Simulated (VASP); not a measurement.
# GaSb (I-4m2) in VASP: equation of state

How stiff is GaSb in PBE, and what volume does it want? The cell is scaled to several volumes.

Program: VASP 6.6.1. These are calculated values, not measurements. Logs are shortened: lines on timing, memory, paths and dates and some standing lists are left out, and cuts for length are marked.

## (1) The crystal as given

Symmetry: I-4m2, No. 119, tetragonal system. Conventional cell: a = 5.507 Å, b = 5.507 Å, c = 3.181 Å, α = 90.00°, β = 90.00°, γ = 90.00°. Sb (site symmetry -4m2) is surrounded by 4 Ga at 2.87 Å and 2 Sb at 3.18 Å. Ga (site symmetry -4m2) has 4 Sb at 2.87 Å and 2 Ga at 3.18 Å as nearest neighbours.

Measurements of this composition are mostly on another form, of space group No. 216.

## (2) Equation of state, PBE, 22.67 Å³/atom (volume scaled by 0.94)

INCAR

```
SYSTEM = GaSb
PREC = Accurate
ENCUT = 520
EDIFF = 1E-7
ISMEAR = -1
SIGMA = 0.05
LREAL = .False.
LASPH = .True.
NELM = 80
ALGO = Normal
ISIF = 2
LWAVE = .False.
LCHARG = .False.
GGA = PE
NBANDS = 16
```

KPOINTS

```
regular mesh
0
Gamma
  10 10 10
  0 0 0
```

POSCAR

```
GaSb
1.0
   -2.6972256977      2.6972256977      1.5582344802
    2.6972256977     -2.6972256977      1.5582344802
    2.6972256977      2.6972256977     -1.5582344802
Sb Ga
1 1
Direct
    0.0000000000      0.0000000000      0.0000000000
    0.7500000000      0.2500000000      0.5000000000
```

Potentials or basis: VASP PAW PBE potentials, release 64 (Sb, Ga_d).

Launch:

```bash
> cat potpaw_PBE.64/Sb/POTCAR potpaw_PBE.64/Ga_d/POTCAR > POTCAR
> mpirun -np 1 vasp_std > vasp.out
```

OUTCAR:

```text
SYSTEM = GaSb
   PREC = Accurate
   ENCUT = 520
   EDIFF = 1E-7
   ISMEAR = -1
   LREAL = .False.
   LASPH = .True.
   NELM = 80
   ISIF = 2
   GGA = PE

 Found    102 irreducible k-points:

 Following reciprocal coordinates:
            Coordinates               Weight
  0.000000  0.000000  0.000000      1.000000
  0.100000  0.000000 -0.000000      8.000000
  0.200000  0.000000 -0.000000      8.000000
  0.300000  0.000000  0.000000      8.000000
  0.400000  0.000000 -0.000000      8.000000
  0.500000 -0.000000  0.000000      4.000000
   k-points           NKPTS =    102   k-points in BZ     NKDIM =    102   number of bands    NBANDS=     16
   number of dos      NEDOS =    301   number of ions     NIONS =      2
   total plane-waves  NPLWV =  32768
   dimension x,y,z NGX =    32 NGY =   32 NGZ =   32
   dimension x,y,z NGXF=    64 NGYF=   64 NGZF=   64
   ions per type =               1   1
   NGX,Y,Z   is equivalent  to a cutoff of  12.91, 12.91, 12.91 a.u.
   NGXF,Y,Z  is equivalent  to a cutoff of  25.82, 25.82, 25.82 a.u.
 SYSTEM =  GaSb
   PREC   = accura    normal or accurate (medium, high low for compatibility)
   ISTART =      0    job   : 0-new  1-cont  2-samecut
   ICHARG =      2    charge: 1-file 2-atom 10-const
   ISPIN  =      1    spin polarized calculation?
   LNONCOLLINEAR =      F non collinear calculations
   LSORBIT =      F    spin-orbit coupling
   LASPH  =      T    aspherical Exc in radial PAW
   ENCUT  =  520.0 eV  38.22 Ry    6.18 a.u.   7.66  7.66  7.66*2*pi/ulx,y,z
   NELM   =     80;   NELMIN=  2; NELMDL= -5     # of ELM steps
   EDIFF  = 0.1E-06   stopping-criterion for ELM
   LREAL  =      F    real-space projection
   EDIFFG = 0.1E-05   stopping-criterion for IOM
   NSW    =      0    number of steps for IOM
   IBRION =     -1    ionic relax: 0-MD 1-quasi-New 2-CG
   NFREE  =      0    steps in history (QN), initial steepest desc. (CG)
   ISIF   =      2    stress and relaxation
   ISYM   =      2    0-nonsym 1-usesym 2-fastsym
   POTIM  = 0.5000    time-step for ionic-motion
   TEBEG  =    0.0;   TEEND  =   0.0 temperature during run
   PSTRESS=    0.0 pullay stress
   NELECT =      18.0000    total number of electrons
   NUPDOWN=      -1.0000    fix difference up-down
   EMIN   =  10.00;   EMAX   =-10.00  energy-range for DOS
   EFERMI =   0.00;   METHOD = LEGACY
   ISMEAR =    -1;   SIGMA  =   0.05  broadening in eV -4-tet -1-fermi 0-gaus
   EFERMI_NEDOS =   21; number of points for ismear=-14 and -15
   IALGO  =     38    algorithm
   IMIX   =      4    mixing-type and parameters
     AMIX     =   0.40;   BMIX     =  1.00
     AMIX_MAG =   1.60;   BMIX_MAG =  1.00
  volume/ion in A,a.u.               =      22.67       153.00
  Fermi-wavevector in a.u.,A,eV,Ry     =   1.203160  2.273642 19.695696  1.447593
  Thomas-Fermi vector in A             =   2.338921
   LORBIT       =      0    0 simple, 1 ext, 2 COOP (PROOUT), +10 PAW based schemes
   GGA     = PE    functional components
   LHFCALC =     F    Hartree Fock is set to
   AEXX    =    0.0000 exact exchange contribution
   IVDW    =     0    specifies the selected vdW correction
   LEPSILON=     F    determine dielectric tensor
   LRPA    =     F    only Hartree local field effects (RPA)
 non-spin polarized calculation
  energy-cutoff  :      520.00
  volume of cell :       45.34
 maximum number of plane-waves:      1253
   NGX = 15   NGY = 15   NGZ = 15

 number of electron      18.0000009 magnetization

 Free energy of the ion-electron system (eV)
  ---------------------------------------------------
  ext. energy  EPLUGINS =         0.00000000
  ---------------------------------------------------
  free energy    TOTEN  =        -6.96077427 eV

  energy without entropy =       -6.95555412  energy(sigma->0) =       -6.95816419

 E-fermi :   7.2967     XC(G=0): -10.5217

 val. band max:        7.2837346511   @ k =   0.5000   0.5000   0.0000
 cond. band min:       7.3081147349   @ k =  -0.2000  -0.2000   0.1000
 fundamental gap:      0.0243800838
 Fermi energy:         7.2967429464

 k-point     1 :       0.0000    0.0000    0.0000
  band No.  band energies     occupation
      1      -7.7320      2.00000
      2      -7.6448      2.00000
      3      -7.6380      2.00000
      4      -7.6020      2.00000
      5      -7.6020      2.00000
      6      -5.1385      2.00000
[... 8 lines left out ...]
     15      17.3895      0.00000
     16      18.2209      0.00000

 k-point     2 :       0.1000    0.0000   -0.0000
  band No.  band energies     occupation
      1      -7.7174      2.00000
      2      -7.6465      2.00000
      3      -7.6356      2.00000
      4      -7.6083      2.00000
      5      -7.6083      2.00000
      6      -4.9359      2.00000
[... 8 lines left out ...]
     15      16.7762      0.00000
     16      17.2073      0.00000

 k-point     3 :       0.2000    0.0000   -0.0000
  band No.  band energies     occupation
      1      -7.6801      2.00000
      2      -7.6509      2.00000
      3      -7.6329      2.00000
      4      -7.6241      2.00000
      5      -7.6209      2.00000
      6      -4.3312      2.00000
[... 8 lines left out ...]
     15      15.4618      0.00000
     16      17.1126      0.00000

 k-point     4 :       0.3000    0.0000    0.0000
  band No.  band energies     occupation
      1      -7.6655      2.00000
      2      -7.6494      2.00000
      3      -7.6458      2.00000
      4      -7.6231      2.00000
      5      -7.6167      2.00000
      6      -3.3445      2.00000
[... 8 lines left out ...]
     15      14.6692      0.00000
     16      17.9557      0.00000

 k-point     5 :       0.4000    0.0000   -0.0000
  band No.  band energies     occupation
      1      -7.6790      2.00000
      2      -7.6661      2.00000
      3      -7.6516      2.00000
      4      -7.6098      2.00000
      5      -7.5869      2.00000
      6      -2.0670      2.00000
[... 8 lines left out ...]
     15      16.0781      0.00000
     16      19.1498      0.00000

 k-point     6 :       0.5000   -0.0000    0.0000
  band No.  band energies     occupation
      1      -7.6852      2.00000
      2      -7.6726      2.00000
      3      -7.6536      2.00000
      4      -7.6070      2.00000
      5      -7.5721      2.00000
      6      -1.1513      2.00000
[... 8 lines left out ...]
     15      17.9885      0.00000
     16      18.4806      0.00000

 [... further k-points ...]

------------------------ aborting loop because EDIFF is reached ----------------------------------------

  FORCE on cell =-STRESS in cart. coord.  units (eV):
  Direction    XX          YY          ZZ          XY          YZ          ZX
  --------------------------------------------------------------------------------------
  -------------------------------------------------------------------------------------
  Total        1.2511860      1.2511860      0.8610495      0.0000000      0.0000000      0.0000000
  in kB       44.2084279     44.2084279     30.4236509      0.0000000      0.0000000      0.0000000
  external PRESSURE =      39.6135022 kB  Pullay stress =       0.0000000 kB

 VOLUME and BASIS-vectors are now :
 -----------------------------------------------------------------------------
  energy-cutoff  :      520.00
  volume of cell :       45.34
      direct lattice vectors                 reciprocal lattice vectors
    -2.697225698  2.697225698  1.558234480     0.000000000  0.185375662  0.320875970
     2.697225698 -2.697225698  1.558234480     0.185375662  0.000000000  0.320875970
     2.697225698  2.697225698 -1.558234480     0.185375662  0.185375662  0.000000000

 POSITION                                       TOTAL-FORCE (eV/Angst)
 -----------------------------------------------------------------------------------
      0.00000      0.00000      0.00000         0.000000     -0.000000      0.000000
      0.00000      2.69723      0.77912        -0.000000      0.000000     -0.000000
 -----------------------------------------------------------------------------------
    total drift:                               -0.000000      0.000000      0.000000

  FREE ENERGIE OF THE ION-ELECTRON SYSTEM (eV)
  ---------------------------------------------------
  free  energy   TOTEN  =        -6.9607742667 eV

  energy  without entropy=       -6.9555541232  energy(sigma->0) =       -6.95816419
```

stdout:

```text
POSCAR found type information on POSCAR SbGa
 POSCAR found :  2 types and       2 ions
 scaLAPACK will be used
 LDA part: xc-table for (Slater+PW92), standard interpolation
 POSCAR, INCAR and KPOINTS ok, starting setup
 FFT: planning ... GRIDC
 FFT: planning ... GRID_SOFT
 FFT: planning ... GRID
 WAVECAR not read
 entering main loop
```

Run time: 95 s. Hardware: 1 thread of AMD EPYC 7R43 (Zen 3), shared host; peak memory 0.19 GiB.

Results:

```
Free energy            : -6.9608 eV
Pressure               : 4.0 GPa
Band gap on the k mesh : none (metal or under the smearing width)
```

## (3) Equation of state, PBE, 23.15 Å³/atom (volume scaled by 0.96)

INCAR

```
PREC     = Accurate       # precision mode
ENCUT    = 520            # plane-wave cutoff, eV
EDIFF    = 1E-7           # SCF threshold, eV
ISMEAR   = -1             # smearing method
SIGMA    = 0.05           # smearing width, eV
LREAL    = F              # projectors in reciprocal space
LASPH    = T              # aspherical terms in the spheres
NELM     = 80             # most SCF steps
ALGO     = Normal         # electronic algorithm
ISIF     = 2              # what is computed and relaxed
LWAVE    = F              # write WAVECAR
LCHARG   = F              # write CHGCAR
GGA      = PE             # functional
NBANDS   = 16             # bands
```

KPOINTS

```
Automatic mesh
0
Gamma
  10 10 10
```

POSCAR

```
GaSb
1.0
   -2.7162208707      2.7162208707      1.5692083240
    2.7162208707     -2.7162208707      1.5692083240
    2.7162208707      2.7162208707     -1.5692083240
Sb Ga
1 1
Direct
    0.0000000000      0.0000000000      0.0000000000
    0.7500000000      0.2500000000      0.5000000000
```

Potentials or basis: VASP PAW PBE potentials, release 64 (Sb, Ga_d).

Launch:

```bash
> cat potpaw_PBE.64/Sb/POTCAR potpaw_PBE.64/Ga_d/POTCAR > POTCAR
> mpirun -np 1 vasp_std > vasp.out
```

It took 1.8 min on 1 thread of AMD EPYC 7R43 (Zen 3), shared host; peak memory 0.19 GiB.

The run converged. Its results:

```
Free energy            : -6.9803 eV
Pressure               : 2.6 GPa
Band gap on the k mesh : none (metal or under the smearing width)
```

## (4) Equation of state, PBE, 23.64 Å³/atom (volume scaled by 0.98)

INCAR

```
ALGO = Normal ; EDIFF = 1E-7
ENCUT = 520 ; GGA = PE
ISIF = 2 ; ISMEAR = -1
LASPH = T ; LCHARG = F
LREAL = F ; LWAVE = F
NBANDS = 16 ; NELM = 80
PREC = Accurate ; SIGMA = 0.05
```

KPOINTS

```
k-points
0
Gamma
  10 10 10
```

POSCAR

```
GaSb
1.0
   -2.7349540204      2.7349540204      1.5800307924
    2.7349540204     -2.7349540204      1.5800307924
    2.7349540204      2.7349540204     -1.5800307924
Sb Ga
1 1
Direct
    0.0000000000      0.0000000000      0.0000000000
    0.7500000000      0.2500000000      0.5000000000
```

Launch:

```bash
> cat potpaw_PBE.64/Sb/POTCAR potpaw_PBE.64/Ga_d/POTCAR > POTCAR
> mpirun -np 1 vasp_std > vasp.out
```

It took 100 s on 1 thread of AMD EPYC 7R43 (Zen 3), shared host; peak memory 0.19 GiB.

Results (log left out):

```yaml
Free_energy: -6.9918 eV
Pressure: 1.3 GPa
Band_gap_on_the_k_mesh: none (metal or under the smearing width)
```

## (5) Equation of state, PBE, 24.60 Å³/atom (volume scaled by 1.02)

INCAR

```
SYSTEM = GaSb
PREC     = Accurate       ! precision mode
ENCUT    = 520            ! plane-wave cutoff, eV
EDIFF    = 1E-7           ! SCF threshold, eV
ISMEAR   = -1             ! smearing method
SIGMA    = 0.05           ! smearing width, eV
LREAL    = .FALSE.        ! projectors in reciprocal space
LASPH    = .TRUE.         ! aspherical terms in the spheres
NELM     = 100            ! most SCF steps
ALGO     = Normal         ! electronic algorithm
ISIF     = 2              ! what is computed and relaxed
LWAVE    = .FALSE.        ! write WAVECAR
LCHARG   = .FALSE.        ! write CHGCAR
GGA      = PE             ! functional
NBANDS   = 16             ! bands
```

KPOINTS

```
regular mesh
0
G
  10 10 10
  0 0 0
```

POSCAR

```
GaSb
1.0
   -2.7716691937      2.7716691937      1.6012417905
    2.7716691937     -2.7716691937      1.6012417905
    2.7716691937      2.7716691937     -1.6012417905
Sb Ga
1 1
Direct
    0.0000000000      0.0000000000      0.0000000000
    0.7500000000      0.2500000000      0.5000000000
```

Launch:

```bash
> cat potpaw_PBE.64/Sb/POTCAR potpaw_PBE.64/Ga_d/POTCAR > POTCAR
> mpirun -np 1 vasp_std > vasp.out
```

Wall time 94 s (1 thread of AMD EPYC 7R43 (Zen 3), shared host); peak memory 0.19 GiB.

The run converged. Its results:

```
Free energy            : -6.9942 eV
Pressure               : -0.8 GPa
Band gap on the k mesh : none (metal or under the smearing width)
```

## (6) Equation of state, PBE, 25.08 Å³/atom (volume scaled by 1.04)

INCAR

```
ALGO = Normal
EDIFF = 1E-7
ENCUT = 520
GGA = PE
ISIF = 2
ISMEAR = -1
LASPH = True
LCHARG = False
LREAL = False
LWAVE = False
NBANDS = 16
NELM = 100
PREC = Accurate
SIGMA = 0.05
```

KPOINTS

```
k-points
0
Gamma
  10 10 10
```

POSCAR

```
GaSb
1.0
   -2.7896675499      2.7896675499      1.6116397558
    2.7896675499     -2.7896675499      1.6116397558
    2.7896675499      2.7896675499     -1.6116397558
Sb Ga
1 1
Direct
    0.0000000000      0.0000000000      0.0000000000
    0.7500000000      0.2500000000      0.5000000000
```

Potentials or basis: VASP PAW PBE potentials, release 64 (Sb, Ga_d).

Launch:

```bash
> cat potpaw_PBE.64/Sb/POTCAR potpaw_PBE.64/Ga_d/POTCAR > POTCAR
> mpirun -np 1 vasp_std > vasp.out
```

Wall time 2.1 min (1 thread of AMD EPYC 7R43 (Zen 3), shared host); peak memory 0.19 GiB.

Results (log left out):

| Property | Result |
| --- | --- |
| Free energy | -6.9865 eV |
| Pressure | -1.7 GPa |
| Band gap on the k mesh | none (metal or under the smearing width) |

## (7) Equation of state, PBE, 25.57 Å³/atom (volume scaled by 1.06)

INCAR

```
SYSTEM = GaSb
PREC     = Accurate       ! precision mode
ENCUT    = 520            ! plane-wave cutoff, eV
EDIFF    = 1E-7           ! SCF threshold, eV
ISMEAR   = -1             ! smearing method
SIGMA    = 0.05           ! smearing width, eV
LREAL    = .False.        ! projectors in reciprocal space
LASPH    = .True.         ! aspherical terms in the spheres
NELM     = 100            ! most SCF steps
ALGO     = Normal         ! electronic algorithm
ISIF     = 2              ! what is computed and relaxed
LWAVE    = .False.        ! write WAVECAR
LCHARG   = .False.        ! write CHGCAR
GGA      = PE             ! functional
NBANDS   = 16             ! bands
```

KPOINTS

```
Automatic mesh
0
Gamma
  10 10 10
  0 0 0
```

POSCAR

```
GaSb
1.0
   -2.8074366121      2.8074366121      1.6219052539
    2.8074366121     -2.8074366121      1.6219052539
    2.8074366121      2.8074366121     -1.6219052539
Sb Ga
1 1
Direct
    0.0000000000      0.0000000000      0.0000000000
    0.7500000000      0.2500000000      0.5000000000
```

Launch:

```bash
> cat potpaw_PBE.64/Sb/POTCAR potpaw_PBE.64/Ga_d/POTCAR > POTCAR
> mpirun -np 1 vasp_std > vasp.out
```

It took 97 s on 1 thread of AMD EPYC 7R43 (Zen 3), shared host; peak memory 0.19 GiB.

It converged, with:

```yaml
Free_energy: -6.9737 eV
Pressure: -2.5 GPa
Band_gap_on_the_k_mesh: none (metal or under the smearing width)
```

## (8) Equation of state, PBE

This step only gathers the single runs of the series.

Results:

```
Equilibrium volume                        : 24.20 Å³/atom
Bulk modulus at fixed shape and positions : 52 GPa
Pressure derivative of the bulk modulus   : 4.7
```

Energy against volume, from the lowest point:
```tsv
volume (Å³/atom)	energy (meV/atom)
22.672	17.71
23.155	7.94
23.637	2.18
24.120	0.00
24.602	1.01
25.084	4.87
25.567	11.27
```

Caveat: the cell was scaled at fixed shape and fractional positions, which overstates the stiffness of a crystal with free parameters, most of all of layers and chains. Spin-orbit coupling is left out, which matters for the levels of Sb.
